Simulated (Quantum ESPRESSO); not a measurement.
The system is MnO2.

```
Mn O
1.0
     2.85496    0.00000    0.00000
    -1.42748    2.47246    0.00000
     0.00000    0.00000   10.22174
Mn O
2 4
Direct
  0.00000 0.00000 0.50000
  0.00000 0.00000 0.00000
  0.66667 0.33333 0.40686
  0.66667 0.33333 0.09314
  0.33333 0.66667 0.59314
  0.33333 0.66667 0.90686
```

Measurements of this composition are mostly on another form, of space group No. 136.

Base run:

* Program: Quantum ESPRESSO 7.5
* Functional: PBEsol
* Potentials or basis: GBRV 1.5 PBEsol
* Cutoff: 612 eV
* Density cutoff: 4898 eV
* k mesh: 11 × 11 × 3
* Occupations: fermi-dirac, width 0.05 eV
* Spin: collinear spin, ferromagnetic start
* Starting moments: [4.0, 4.0, 0.0, 0.0, 0.0, 0.0] μB

Its results: band gap on the k mesh 0.81 eV, indirect (least direct gap 0.85 eV); pressure -1.7 GPa; net moment 6.00 μB per cell; site moments Mn +2.52; O +0.04 μB; largest force 0.148 eV/Å.

The run is repeated on the same cell with these changes: functional from PBEsol to LDA; potentials or basis from GBRV 1.5 PBEsol to GBRV 1.5 LDA. What comes out?

Band gap on the k mesh 0.49 eV, indirect (least direct gap 0.52 eV); pressure -7.5 GPa; net moment 6.00 μB per cell; site moments Mn +2.49; O +0.06 μB; largest force 0.536 eV/Å.

Caveats: only a ferromagnetic start was run, and an antiferromagnetic order may lie lower in energy; some levels on the path didn't converge (some runs).
